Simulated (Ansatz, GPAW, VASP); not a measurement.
# Ag: 3 runs at one level of theory

```xyz
1
Lattice="0.0000 2.0427 2.0427 2.0427 0.0000 2.0427 2.0427 2.0427 0.0000" Properties=species:S:1:pos:R:3 pbc="T T T"
Ag    0.0000    0.0000    0.0000
```

Alike in all runs: task single point; functional PBE; k mesh 11 × 11 × 11; occupations gaussian, width 0.014 eV; no spin polarisation; no spin-orbit coupling. Pressure is positive in compression and, in plane waves, holds the error of the finite cutoff.

```csv
program and potentials,plane-wave cutoff (eV),notes,pressure (GPa)
"GPAW, GPAW PAW data sets (gpaw-data 1.2.1)",600,17 valence electrons an atom on average,?
"VASP, PBE PAW files Ag, 520 eV",520,11 valence electrons an atom on average,4.09
"Ansatz, all-electron LAPW, scalar-relativistic",-,-,4.25
```

Problem. Estimate from the other rows what the run with GPAW, GPAW PAW data sets (gpaw-data 1.2.1) gave.

Solution. Pressure 4.20 GPa. The other rows, which needn't bracket it: pressure 4.09 to 4.25.
